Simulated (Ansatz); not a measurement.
## MnO in Ansatz: the effect of strain

Crystal: MnO.

```xyz
2
Lattice="0.0000 2.2220 2.2220 2.1331 0.0000 2.2220 2.1331 2.2220 0.0000" Properties=species:S:1:pos:R:3 pbc="T T T"
Mn    0.0000    0.0000    0.0000
O     2.1331    2.2220    2.2220
```

The cell isn't the ideal one: strained by -4 %.

Alike in all runs:

* Program: Ansatz 0.2.0
* Task: relaxation of the atoms
* Functional: PBE
* Potentials or basis: Ansatz PAW
* Cutoff: 420 eV (not typed: the program's choice for these potentials)
* k mesh: 7 × 7 × 7
* Occupations: fermi-dirac, width 0.05 eV
* Spin: collinear spin, ferromagnetic start
* Starting moments: [4.0, 0.0] μB

Each run relaxes the cell or the atoms first.

```csv
strain,pressure (GPa),moment (μB)
-0.04,?,?
-0.02,1.5,4.67
-0.01,0.2,4.70
```

What does the run with strain -0.04 give?

Pressure 4.9 GPa; moment 4.65 μB.

Caveats: the relaxation stopped at its first step, so nothing moved; a cell with one magnetic atom can't hold antiferromagnetic order, which such compounds often take; the thresholds are loose for stress.
